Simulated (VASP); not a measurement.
# NiO (Fm-3m) in VASP: a series of runs

Aim: see how the results for NiO move with the level of theory and the settings. Levels: r2SCAN+U, LDA+U. Tasks: band structure.

Program: VASP 6.6.1. These are calculated values, not measurements. Logs are shortened: lines on timing, memory, paths and dates and some standing lists are left out, and cuts for length are marked.

## 1. Starting point

Symmetry: Fm-3m, No. 225, cubic system. The conventional cell has a = 4.196 Å, b = 4.196 Å, c = 4.196 Å, α = 90.00°, β = 90.00°, γ = 90.00°. Ni (site symmetry m-3m) is surrounded by 6 O at 2.10 Å. O (site symmetry m-3m) is surrounded by 6 Ni at 2.10 Å.

## 2. Band structure, r2SCAN+U, collinear spin, ferromagnetic start

File INCAR:

```
SYSTEM = NiO
ALGO = Normal
AMIX = 0.2
AMIX_MAG = 0.8
BMIX = 1E-4
BMIX_MAG = 1E-4
EDIFF = 1E-6
ENCUT = 520
ISIF = 2
ISMEAR = 0
ISPIN = 2
LASPH = .TRUE.
LCHARG = .FALSE.
LDAU = .TRUE.
LDAUJ = 0 0
LDAUL = 2 -1
LDAUPRINT = 1
LDAUTYPE = 2
LDAUU = 6.2 0
LMAXMIX = 4
LMIXTAU = .TRUE.
LORBIT = 11
LREAL = .FALSE.
LWAVE = .FALSE.
MAGMOM = 2 0
METAGGA = R2SCAN
NBANDS = 19
NELM = 150
PREC = Accurate
SIGMA = 0.03
```

File KPOINTS:

```
k-points
0
G
  12 12 12
  0 0 0
```

File POSCAR:

```
NiO                                     
1.0
    0.0000000000      2.0978138330      2.0978138330
    2.0978138330      0.0000000000      2.0978138330
    2.0978138330      2.0978138330      0.0000000000
  Ni              O             
     1     1
Direct
     0.0000000000000000    0.0000000000000000    0.0000000000000000
     0.5000000000000000    0.5000000000000000    0.5000000000000000
```

File KPOINTS_OPT:

```
explicit points
159
Reciprocal
 0.0000000000  0.0000000000  0.0000000000 1
 0.0357142857  0.0000000000  0.0357142857 1
 0.0714285714  0.0000000000  0.0714285714 1
 0.1071428571  0.0000000000  0.1071428571 1
 0.1428571429  0.0000000000  0.1428571429 1
 0.1785714286  0.0000000000  0.1785714286 1
[... 151 lines left out ...]
 0.4250000000  0.0000000000  0.4250000000 1
 0.4500000000  0.0000000000  0.4500000000 1
```

Potentials or basis: VASP PAW PBE potentials, release 64 (Ni, O).

Run with:

```
cat potpaw_PBE.64/Ni/POTCAR potpaw_PBE.64/O/POTCAR > POTCAR
mpirun -np 1 vasp_std > vasp.out
```

OUTCAR:

```text
SYSTEM = NiO
   AMIX = 0.2
   AMIX_MAG = 0.8
   EDIFF = 1E-6
   ENCUT = 520
   ISIF = 2
   ISMEAR = 0
   ISPIN = 2
   LASPH = .TRUE.
   LORBIT = 11
   LREAL = .FALSE.
   METAGGA = R2SCAN
   NELM = 150
   PREC = Accurate

 ion  position               nearest neighbor table
   1  0.000  0.000  0.000-   2 2.10   2 2.10   2 2.10   2 2.10   2 2.10   2 2.10
   2  0.500  0.500  0.500-   1 2.10   1 2.10   1 2.10   1 2.10   1 2.10   1 2.10

  LATTYP: Found a face centered cubic cell.
 ALAT       =     4.1956276660

  Lattice vectors:

 A1 = (   0.0000000000,   2.0978138330,   2.0978138330)
 A2 = (   2.0978138330,   0.0000000000,   2.0978138330)
 A3 = (   2.0978138330,   2.0978138330,   0.0000000000)

Analysis of symmetry for initial positions (statically):
=====================================================================
 Subroutine PRICEL returns:
 Original cell was already a primitive cell.

 Routine SETGRP: Setting up the symmetry group for a
 face centered cubic supercell.

 Subroutine GETGRP returns: Found 48 space group operations
 (whereof 48 operations were pure point group operations)
 out of a pool of 48 trial point group operations.

The static configuration has the point symmetry O_h .

Analysis of symmetry for dynamics (positions and initial velocities):
=====================================================================
 Subroutine PRICEL returns:
 Original cell was already a primitive cell.

 Routine SETGRP: Setting up the symmetry group for a
 face centered cubic supercell.

 Subroutine GETGRP returns: Found 48 space group operations
 (whereof 48 operations were pure point group operations)
 out of a pool of 48 trial point group operations.

The dynamic configuration has the point symmetry O_h .

Analysis of structural, dynamic, and magnetic symmetry:
=====================================================================
 Subroutine PRICEL returns:
 Original cell was already a primitive cell.

 Routine SETGRP: Setting up the symmetry group for a
 face centered cubic supercell.

 Subroutine GETGRP returns: Found 48 space group operations
 (whereof 48 operations were pure point group operations)
 out of a pool of 48 trial point group operations.

The overall configuration has the point symmetry O_h .

 Subroutine INISYM returns: Found 48 space group operations
 (whereof 48 operations are pure point group operations),
 and found     1 'primitive' translations

----------------------------------------------------------------------------------------

                                     Primitive cell

  volume of cell :      18.4642

  direct lattice vectors                    reciprocal lattice vectors
     0.000000000  2.097813833  2.097813833    -0.238343361  0.238343361  0.238343361
     2.097813833  0.000000000  2.097813833     0.238343361 -0.238343361  0.238343361
     2.097813833  2.097813833  0.000000000     0.238343361  0.238343361 -0.238343361

  length of vectors
     2.966756774  2.966756774  2.966756774     0.412822811  0.412822811  0.412822811

  position of ions in fractional coordinates (direct lattice)
     0.000000000  0.000000000  0.000000000
     0.500000000  0.500000000  0.500000000

  ion indices of the primitive-cell ions
   primitive index   ion index
                 1           1
                 2           2

----------------------------------------------------------------------------------------

 KPOINTS: k-points

Automatic generation of k-mesh.
 Grid dimensions read from file:
 generate k-points for:   12   12   12

 Generating k-lattice:

  Cartesian coordinates                     Fractional coordinates (reciprocal lattice)
    -0.019861947  0.019861947  0.019861947     0.083333333  0.000000000  0.000000000
     0.019861947 -0.019861947  0.019861947     0.000000000  0.083333333  0.000000000
     0.019861947  0.019861947 -0.019861947     0.000000000  0.000000000  0.083333333

  Length of vectors
     0.034401901  0.034401901  0.034401901

  Shift w.r.t. Gamma in fractional coordinates (k-lattice)
     0.000000000  0.000000000  0.000000000

 Subroutine IBZKPT returns following result:
 ===========================================

 Found     72 irreducible k-points:

 Following reciprocal coordinates:
            Coordinates               Weight
  0.000000  0.000000  0.000000      1.000000
  0.083333  0.000000  0.000000      8.000000
  0.166667  0.000000  0.000000      8.000000
  0.250000  0.000000  0.000000      8.000000
  0.333333  0.000000  0.000000      8.000000
  0.416667  0.000000  0.000000      8.000000
[... 16 lines left out ...]
  0.500000  0.166667  0.000000     24.000000
 -0.416667  0.166667  0.000000     24.000000
 [... further k-points ...]
   k-points           NKPTS =     72   k-points in BZ     NKDIM =     72   number of bands    NBANDS=     19
   number of dos      NEDOS =    301   number of ions     NIONS =      2
   total plane-waves  NPLWV =  13824
[... 73 lines left out ...]
  0.0000  0.9843  0.0000  0.0000 -0.0000
  0.0000  0.0000  0.1106 -0.0000 -0.0000
  0.0000  0.0000 -0.0000  0.9843 -0.0000
  0.0000 -0.0000 -0.0000 -0.0000  0.1106

 occupancies and eigenvectors

  o =  0.1106  v =  0.0000  0.0000  0.0000  0.0000  0.0000  0.0000 -0.0000  0.0038  0.0000 -1.0000      0.0000  0.0000  0.0000  0.0000  0.0000  0.0000  0.0000  0.0000  0.0000  0.0000
  o =  0.1106  v =  0.0000  0.0000  0.0000  0.0000  0.0000  0.0000  0.0000 -1.0000 -0.0000 -0.0038      0.0000  0.0000  0.0000  0.0000  0.0000  0.0000  0.0000  0.0000  0.0000  0.0000
  o =  0.9843  v =  0.0000  0.0000  0.0000  0.0000  0.0000  0.0000  0.9999  0.0000  0.0170  0.0000      0.0000  0.0000  0.0000  0.0000  0.0000  0.0000  0.0000  0.0000  0.0000  0.0000
  o =  0.9843  v =  0.0000  0.0000  0.0000  0.0000  0.0000  0.0000  0.0170  0.0000 -0.9999 -0.0000      0.0000  0.0000  0.0000  0.0000  0.0000  0.0000  0.0000  0.0000  0.0000  0.0000
  o =  0.9843  v =  0.0000  0.0000  0.0000  0.0000  0.0000  1.0000  0.0000  0.0000  0.0000  0.0000      0.0000  0.0000  0.0000  0.0000  0.0000  0.0000  0.0000  0.0000  0.0000  0.0000
  o =  0.9852  v =  0.0000 -0.1656 -0.0000  0.9862 -0.0000  0.0000  0.0000  0.0000  0.0000  0.0000      0.0000  0.0000  0.0000  0.0000  0.0000  0.0000  0.0000  0.0000  0.0000  0.0000
  o =  0.9852  v =  0.0000  0.9862 -0.0000  0.1656  0.0000  0.0000  0.0000  0.0000  0.0000  0.0000      0.0000  0.0000  0.0000  0.0000  0.0000  0.0000  0.0000  0.0000  0.0000  0.0000
  o =  0.9852  v =  1.0000  0.0000  0.0000  0.0000  0.0000  0.0000  0.0000  0.0000  0.0000  0.0000      0.0000  0.0000  0.0000  0.0000  0.0000  0.0000  0.0000  0.0000  0.0000  0.0000
  o =  1.0382  v =  0.0000  0.0000  0.1039  0.0000  0.9946  0.0000  0.0000  0.0000  0.0000  0.0000      0.0000  0.0000  0.0000  0.0000  0.0000  0.0000  0.0000  0.0000  0.0000  0.0000
  o =  1.0382  v =  0.0000  0.0000  0.9946  0.0000 -0.1039  0.0000  0.0000  0.0000  0.0000  0.0000      0.0000  0.0000  0.0000  0.0000  0.0000  0.0000  0.0000  0.0000  0.0000  0.0000

 number of electron      16.0000010 magnetization       2.0000012

 Free energy of the ion-electron system (eV)
  ---------------------------------------------------
  ext. energy  EPLUGINS =         0.00000000
  ---------------------------------------------------
  free energy    TOTEN  =       -19.06277958 eV

  energy without entropy =      -19.06277958  energy(sigma->0) =      -19.06277958

 E-fermi :   6.3703     XC(G=0): -13.3054

 val. band max:        6.2143173201   @ k =   0.5000   0.0000   0.0000
 cond. band min:       9.5385085336   @ k =   0.0000   0.0000   0.0000
 fundamental gap:      3.3241912136
 Fermi energy:         6.3702672029

 spin component 1

 k-point     1 :       0.0000    0.0000    0.0000
  band No.  band energies     occupation
      1     -13.3412      1.00000
      2      -0.3662      1.00000
      3      -0.3660      1.00000
      4       1.0115      1.00000
      5       1.0116      1.00000
      6       1.0116      1.00000
[... 505 lines left out ...]
      6       1.5126      1.00000
[... 11 lines left out ...]
     18      37.6761      0.00000
     19      37.6888      0.00000

 [... further k-points ...]

 spin component 2

 k-point     1 :       0.0000    0.0000    0.0000
  band No.  band energies     occupation
      1     -13.0629      1.00000
      2       1.9581      1.00000
      3       1.9586      1.00000
      4       1.9586      1.00000
      5       5.2985      1.00000
      6       5.2985      1.00000
[... 505 lines left out ...]
      6       4.1457      1.00000
[... 11 lines left out ...]
     18      39.3487      0.00000
     19      39.9282      0.00000

 [... further k-points ...]
[... 5 lines left out ...]
  --------------------------------------------------------------------------------------
  -------------------------------------------------------------------------------------
  Total       -0.5791117     -0.5791117     -0.5791117     -0.0000000      0.0000000     -0.0000000
  in kB      -50.2506964    -50.2506964    -50.2506964     -0.0000000      0.0000000     -0.0000000
  external PRESSURE =     -50.2506964 kB  Pullay stress =       0.0000000 kB

 VOLUME and BASIS-vectors are now :
 -----------------------------------------------------------------------------
  energy-cutoff  :      520.00
  volume of cell :       18.46
      direct lattice vectors                 reciprocal lattice vectors
     0.000000000  2.097813833  2.097813833    -0.238343361  0.238343361  0.238343361
     2.097813833  0.000000000  2.097813833     0.238343361 -0.238343361  0.238343361
     2.097813833  2.097813833  0.000000000     0.238343361  0.238343361 -0.238343361

 POSITION                                       TOTAL-FORCE (eV/Angst)
 -----------------------------------------------------------------------------------
      0.00000      0.00000      0.00000         0.000000      0.000000      0.000000
      2.09781      2.09781      2.09781        -0.000000     -0.000000     -0.000000
 -----------------------------------------------------------------------------------
    total drift:                                0.000000     -0.000000     -0.000000

  FREE ENERGIE OF THE ION-ELECTRON SYSTEM (eV)
  ---------------------------------------------------
  free  energy   TOTEN  =       -19.0627795753 eV

  energy  without entropy=      -19.0627795753  energy(sigma->0) =      -19.06277958

 total charge

# of ion       s       p       d       tot
------------------------------------------
    1        0.338   0.421   8.180   8.938
    2        1.551   3.519   0.000   5.070
--------------------------------------------------
tot          1.889   3.940   8.180  14.009

 magnetization (x)

# of ion       s       p       d       tot
------------------------------------------
    1        0.014   0.013   1.855   1.883
    2        0.015   0.112   0.000   0.127
--------------------------------------------------
tot          0.029   0.125   1.855   2.009
```

It took 2.3 min on 1 thread of Intel Xeon 6975P-C (Granite Rapids), shared host; peak memory 0.21 GiB.

What came out:

```yaml
Free_energy: -19.0628 eV
Pressure: -5.0 GPa
Band_gap_on_the_k_mesh: 3.32 eV, indirect (least direct gap 4.24 eV)
Band_gap_along_the_path: 3.32 eV, indirect (least direct gap 4.24 eV)
Net_moment: 2.00 μB per cell
Site_moments: Ni +1.88; O +0.13 μB
Valence_electrons_inside_the_program's_atomic_spheres: Ni 8.94; O 5.07
```

Levels at the corners of the path, in eV from the valence-band top:
Spin up:
```tsv
point	band 6	band 7	band 8	band 9	band 10	band 11	band 12	band 13
Γ	-5.20	-1.26	-1.26	-1.26	3.32	18.60	18.60	18.60
X	-4.43	-4.43	-2.65	-2.65	7.74	12.09	12.91	18.82
X	-4.43	-4.43	-2.65	-2.65	7.74	12.09	12.91	18.82
W	-4.43	-3.17	-3.17	-1.98	10.21	12.34	12.34	15.23
W	-4.43	-3.17	-3.17	-1.98	10.21	12.34	12.34	15.23
K	-4.53	-3.45	-2.95	-1.45	9.47	11.61	12.60	17.87
K	-4.53	-3.45	-2.95	-1.45	9.47	11.61	12.60	17.87
Γ	-5.20	-1.26	-1.26	-1.26	3.32	18.60	18.60	18.60
Γ	-5.20	-1.26	-1.26	-1.26	3.32	18.60	18.60	18.60
L	-4.75	-3.22	0.00	0.00	7.48	12.01	15.86	15.86
L	-4.75	-3.22	0.00	0.00	7.48	12.01	15.86	15.86
U	-4.53	-3.45	-2.95	-1.45	9.47	11.61	12.60	17.87
U	-4.53	-3.45	-2.95	-1.45	9.47	11.61	12.60	17.87
W	-4.43	-3.17	-3.17	-1.98	10.21	12.34	12.34	15.23
W	-4.43	-3.17	-3.17	-1.98	10.21	12.34	12.34	15.23
L	-4.75	-3.22	0.00	0.00	7.48	12.01	15.86	15.86
L	-4.75	-3.22	0.00	0.00	7.48	12.01	15.86	15.86
K	-4.53	-3.45	-2.95	-1.45	9.47	11.61	12.60	17.87
U	-4.53	-3.45	-2.95	-1.45	9.47	11.61	12.60	17.87
X	-4.43	-4.43	-2.65	-2.65	7.74	12.09	12.91	18.82
```
Spin down:
```tsv
point	band 5	band 6	band 7	band 8	band 9	band 10
Γ	-0.92	-0.92	-0.92	3.79	4.13	4.13
X	-3.41	-2.32	-2.32	4.62	5.04	8.54
X	-3.41	-2.32	-2.32	4.62	5.04	8.54
W	-3.23	-2.54	-2.54	4.95	5.39	11.15
W	-3.23	-2.54	-2.54	4.95	5.39	11.15
K	-2.75	-2.69	-2.44	5.11	5.44	10.15
K	-2.75	-2.69	-2.44	5.11	5.44	10.15
Γ	-0.92	-0.92	-0.92	3.79	4.13	4.13
Γ	-0.92	-0.92	-0.92	3.79	4.13	4.13
L	-2.38	-1.79	-1.79	6.36	6.36	7.75
L	-2.38	-1.79	-1.79	6.36	6.36	7.75
U	-2.75	-2.69	-2.44	5.11	5.44	10.15
U	-2.75	-2.69	-2.44	5.11	5.44	10.15
W	-3.23	-2.54	-2.54	4.95	5.39	11.15
W	-3.23	-2.54	-2.54	4.95	5.39	11.15
L	-2.38	-1.79	-1.79	6.36	6.36	7.75
L	-2.38	-1.79	-1.79	6.36	6.36	7.75
K	-2.75	-2.69	-2.44	5.11	5.44	10.15
U	-2.75	-2.69	-2.44	5.11	5.44	10.15
X	-3.41	-2.32	-2.32	4.62	5.04	8.54
```

Eigenvalues of the final occupation matrices:
| site | spin | trace | eigenvalues |
| --- | --- | --- | --- |
| site 1 d | 1 | 5.03 | 0.99 0.99 0.99 1.04 1.04 |
| site 1 d | 2 | 3.17 | 0.11 0.11 0.98 0.98 0.98 |

Caveat: the PAW data sets were made with another functional, which shifts forces and pressure a little; a cell with one magnetic atom can't hold antiferromagnetic order, which such compounds often take.

## 3. Band structure, LDA+U, collinear spin, ferromagnetic start

INCAR: that of step 2 with these lines changed.

```diff
@@ -20,3 +20,2 @@
 LMAXMIX = 4
-LMIXTAU = .TRUE.
 LORBIT = 11
@@ -25,3 +24,2 @@
 MAGMOM = 2 0
-METAGGA = R2SCAN
 NBANDS = 19
```

KPOINTS is that of step 2.

POSCAR is that of step 2.

KPOINTS_OPT is that of step 2.

Potentials or basis: VASP PAW LDA potentials, release 64 (Ni, O).

Run with:

```
cat potpaw_LDA.64/Ni/POTCAR potpaw_LDA.64/O/POTCAR > POTCAR
mpirun -np 1 vasp_std > vasp.out
```

Run time: 35 s. Hardware: 1 thread of Intel Xeon 6975P-C (Granite Rapids), shared host; peak memory 0.19 GiB.

The run converged. Its results:

| Quantity | Value |
| --- | --- |
| Free energy | -11.5803 eV |
| Pressure | -18.4 GPa |
| Band gap on the k mesh | 1.82 eV, indirect (least direct gap 2.54 eV) |
| Band gap along the path | 1.82 eV, indirect (least direct gap 2.50 eV) |
| Net moment | 2.00 μB per cell |
| Site moments | Ni +1.78; O +0.20 μB |
| Valence electrons inside the program's atomic spheres | Ni 9.02; O 4.97 |

Levels at the corners of the path, in eV from the valence-band top:
Spin up:
```tsv
point	band 7	band 8	band 9	band 10	band 11	band 12
Γ	-1.50	-1.50	-1.50	2.62	17.63	17.63
X	-4.11	-2.86	-2.86	6.82	11.31	11.61
X	-4.11	-2.86	-2.86	6.82	11.31	11.61
W	-3.17	-3.17	-1.96	9.19	11.22	11.22
W	-3.17	-3.17	-1.96	9.19	11.22	11.22
K	-3.35	-2.94	-1.49	8.49	10.61	11.38
K	-3.35	-2.94	-1.49	8.49	10.61	11.38
Γ	-1.50	-1.50	-1.50	2.62	17.63	17.63
Γ	-1.50	-1.50	-1.50	2.62	17.63	17.63
L	-3.09	0.00	0.00	6.55	10.82	14.69
L	-3.09	0.00	0.00	6.55	10.82	14.69
U	-3.35	-2.94	-1.49	8.49	10.61	11.38
U	-3.35	-2.94	-1.49	8.49	10.61	11.38
W	-3.17	-3.17	-1.96	9.19	11.22	11.22
W	-3.17	-3.17	-1.96	9.19	11.22	11.22
L	-3.09	0.00	0.00	6.55	10.82	14.69
L	-3.09	0.00	0.00	6.55	10.82	14.69
K	-3.35	-2.94	-1.49	8.49	10.61	11.38
U	-3.35	-2.94	-1.49	8.49	10.61	11.38
X	-4.11	-2.86	-2.86	6.82	11.31	11.61
```
Spin down:
| point | band 4 | band 5 | band 6 | band 7 | band 8 | band 9 | band 10 | band 11 |
| --- | --- | --- | --- | --- | --- | --- | --- | --- |
| Γ | -3.81 | -1.10 | -1.10 | -1.10 | 1.82 | 1.82 | 2.97 | 18.00 |
| X | -2.87 | -2.87 | -2.49 | -2.49 | 2.25 | 2.73 | 7.36 | 11.73 |
| X | -2.87 | -2.87 | -2.49 | -2.49 | 2.25 | 2.73 | 7.36 | 11.73 |
| W | -3.58 | -2.87 | -2.34 | -2.34 | 2.62 | 3.16 | 9.86 | 11.55 |
| W | -3.58 | -2.87 | -2.34 | -2.34 | 2.62 | 3.16 | 9.86 | 11.55 |
| K | -2.99 | -2.77 | -2.66 | -2.34 | 2.81 | 3.20 | 8.98 | 11.02 |
| K | -2.99 | -2.77 | -2.66 | -2.34 | 2.81 | 3.20 | 8.98 | 11.02 |
| Γ | -3.81 | -1.10 | -1.10 | -1.10 | 1.82 | 1.82 | 2.97 | 18.00 |
| Γ | -3.81 | -1.10 | -1.10 | -1.10 | 1.82 | 1.82 | 2.97 | 18.00 |
| L | -3.95 | -2.05 | -2.03 | -2.03 | 4.27 | 4.27 | 6.78 | 11.29 |
| L | -3.95 | -2.05 | -2.03 | -2.03 | 4.27 | 4.27 | 6.78 | 11.29 |
| U | -2.99 | -2.77 | -2.66 | -2.34 | 2.81 | 3.20 | 8.98 | 11.02 |
| U | -2.99 | -2.77 | -2.66 | -2.34 | 2.81 | 3.20 | 8.98 | 11.02 |
| W | -3.58 | -2.87 | -2.34 | -2.34 | 2.62 | 3.16 | 9.86 | 11.55 |
| W | -3.58 | -2.87 | -2.34 | -2.34 | 2.62 | 3.16 | 9.86 | 11.55 |
| L | -3.95 | -2.05 | -2.03 | -2.03 | 4.27 | 4.27 | 6.78 | 11.29 |
| L | -3.95 | -2.05 | -2.03 | -2.03 | 4.27 | 4.27 | 6.78 | 11.29 |
| K | -2.99 | -2.77 | -2.66 | -2.34 | 2.81 | 3.20 | 8.98 | 11.02 |
| U | -2.99 | -2.77 | -2.66 | -2.34 | 2.81 | 3.20 | 8.98 | 11.02 |
| X | -2.87 | -2.87 | -2.49 | -2.49 | 2.25 | 2.73 | 7.36 | 11.73 |

Eigenvalues of the final occupation matrices:
```tsv
site	spin	trace	eigenvalues
site 1 d	1	5.02	0.98 0.98 0.98 1.04 1.04
site 1 d	2	3.26	0.16 0.16 0.98 0.98 0.98
```

Caveat: a cell with one magnetic atom can't hold antiferromagnetic order, which such compounds often take. The state reached can hang on the start; a lower one may exist.
